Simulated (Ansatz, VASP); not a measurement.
## One calculation of Pd, two programs

Contents of INCAR:

```
SYSTEM = Pd
PREC = Accurate ; ENCUT = 520
EDIFF = 1E-6 ; ISMEAR = 0
SIGMA = 0.15 ; LREAL = .False.
LASPH = .True. ; NELM = 60
ALGO = Fast ; ISIF = 2
LWAVE = .False. ; LCHARG = .False.
GGA = PS ; NBANDS = 11
```

KPOINTS

```
regular mesh
0
Gamma
  20 20 20
  0 0 0
```

POSCAR

```
Pd
1.0
    0.0000000000      1.8476550000      2.0421450000
    1.8476550000      0.0000000000      2.0421450000
    1.8476550000      1.8476550000      0.0000000000
Pd
1
Direct
    0.0000000000      0.0000000000      0.0000000000
```

Input for Ansatz:

```yaml
crystal:
  lattice:
    - [0.0, 1.847655, 2.042145]
    - [1.847655, 0.0, 2.042145]
    - [1.847655, 1.847655, 0.0]
  atoms:
    - { symbol: Pd, position: [0.0, 0.0, 0.0] }
basis:
  ecutwfc: 420
kpoints:
  mp_grid: { grid: [20, 20, 20] }
hamiltonian:
  xc: pbesol
scf:
  occupations: { method: gaussian, width: 0.15 }
output:
  forces: true
  stress: true
  eigenvalues: true
```

Change from the starting cell: strain -0.050 along x and y, +0.050 along z, atoms carried along.

Alike in both runs: task single point; functional PBEsol; k mesh 20 × 20 × 20; occupations gaussian, width 0.15 eV; no spin polarisation.

|  | VASP | Ansatz |
| --- | --- | --- |
| version | VASP 6.6.1 | Ansatz 0.2.0 |
| potentials or method | VASP PAW PBE potentials, release 64 (Pd) | scalar-relativistic, plane waves, PAW |
| plane-wave cutoff (eV) | 520 | 420 |
| valence electrons in the cell | 10 | 18 |

|  | VASP | Ansatz | Ansatz less VASP |
| --- | --- | --- | --- |
| gap on the k mesh at the Fermi level (eV) | none | none | - |
| pressure (GPa) | 10.4 | 10.8 | +0.38 |
| largest component of the traceless stress (GPa) | 6.55 | 6.66 | +0.107 |

A gap of «none» marks a metal or a gap that the smearing closes. The functional is the same, so the differences come from potentials, cutoffs and numerics. The two sets of potentials don't hold the same shells in valence.

Caveats: the PAW data sets were made with another functional, which shifts forces and pressure a little (VASP).
